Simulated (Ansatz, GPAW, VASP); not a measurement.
PbSe: 3 runs at one level of theory

```
Pb Se
1.0
     0.00000    3.06065    3.06065
     3.06065    0.00000    3.06065
     3.06065    3.06065    0.00000
Pb Se
1 1
Direct
  0.00000 0.00000 0.00000
  0.50000 0.50000 0.50000
```

Alike in all runs: task single point; functional PBE; k mesh 8 × 8 × 8; occupations gaussian, width 0.019 eV; no spin polarisation; no spin-orbit coupling. Pressure is positive in compression and, in plane waves, holds the error of the finite cutoff.

| program and potentials | plane-wave cutoff (eV) | notes | band gap (eV) | pressure (GPa) |
| --- | --- | --- | --- | --- |
| GPAW, GPAW PAW data sets (gpaw-data 1.2.1) | 600 | - | 0.24 | 2.22 |
| VASP, PBE PAW files Pb_d, Se, 520 eV | 520 | - | 0.29 | 2.41 |
| Ansatz, all-electron LAPW, scalar-relativistic | - | - | 0.28 | 2.43 |

The band gap spans 0.24 (GPAW, GPAW PAW data sets (gpaw-data 1.2.1)) to 0.29 eV (VASP, PBE PAW files Pb_d, Se, 520 eV), with all-electron results at 0.28. The pressure spans 2.22 (GPAW, GPAW PAW data sets (gpaw-data 1.2.1)) to 2.43 GPa (Ansatz, all-electron LAPW, scalar-relativistic), with all-electron results at 2.43. Spin-orbit coupling, left out here, moves the band edges of heavy atoms.

Differences between rows come from potentials, basis sets and numerical settings, since the functional is the same but for its coding. Runs on potential files found faulty are left out.

All three runs describe PbSe as a narrow-gap semiconductor under compression at this cell. VASP nearly matches the all-electron gap and pressure, while GPAW lies lower in both, probably because of its potentials. The small gap reflects the Pb 6s lone pair: its antibonding mixing with Se 4p raises the valence-band maximum at L, towards conduction states of mainly Pb 6p character. The positive pressure means that PBE favours a larger volume, in line with its usual tendency to underbind such solids. Because the gap of lead chalcogenides widens on expansion, relaxing the cell would probably increase it.

The gaps are close to the measured room-temperature value, but this is largely a cancellation of errors. Semilocal functionals tend to make gaps too small, whereas the missing relativistic splitting of the Pb 6p states leaves this one too large. The agreement between programs therefore supports the numerical consistency of the scalar-relativistic PBE result, not its predictive accuracy for the gap. A single volume also gives neither the equilibrium lattice constant nor the bulk modulus.
